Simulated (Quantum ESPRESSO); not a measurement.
Slab: Ga, a slab with vacuum.

```
CELL_PARAMETERS angstrom
2.80800 0.00000 0.00000
-1.40400 2.63432 0.00000
0.00000 0.00000 24.50382
ATOMIC_POSITIONS crystal
Ga 0.28405 0.56810 0.30607
Ga 0.56810 0.13620 0.40304
Ga 0.85215 0.70431 0.50000
Ga 0.13620 0.27241 0.59696
Ga 0.42025 0.84051 0.69393
```

The slab is cut from a database's or a generator's crystal, which needn't be the stable form of the element.

A sound run:

| Quantity | Value |
| --- | --- |
| Program | Quantum ESPRESSO 7.5 |
| Task | work function |
| Functional | PBE |
| Potentials or basis | PseudoDojo 0.4.1 SR PBE standard |
| Cutoff | 1088 eV |
| Density cutoff | 4354 eV |
| k mesh | 11 × 11 × 1 |
| Occupations | fermi-dirac, width 0.05 eV |
| Spin | no spin polarisation |

It gives largest force 0.271 eV/Å; band gap on the k mesh none (metal or under the smearing width).

Problem. What do these careless settings give instead: cutoff 544 eV in place of 1088 eV; density cutoff 2177 eV in place of 4354 eV?

Solution. Largest force 0.206 eV/Å; band gap on the k mesh none (metal or under the smearing width). The run converged, but these numbers show the error of the settings and aren't properties of the slab.
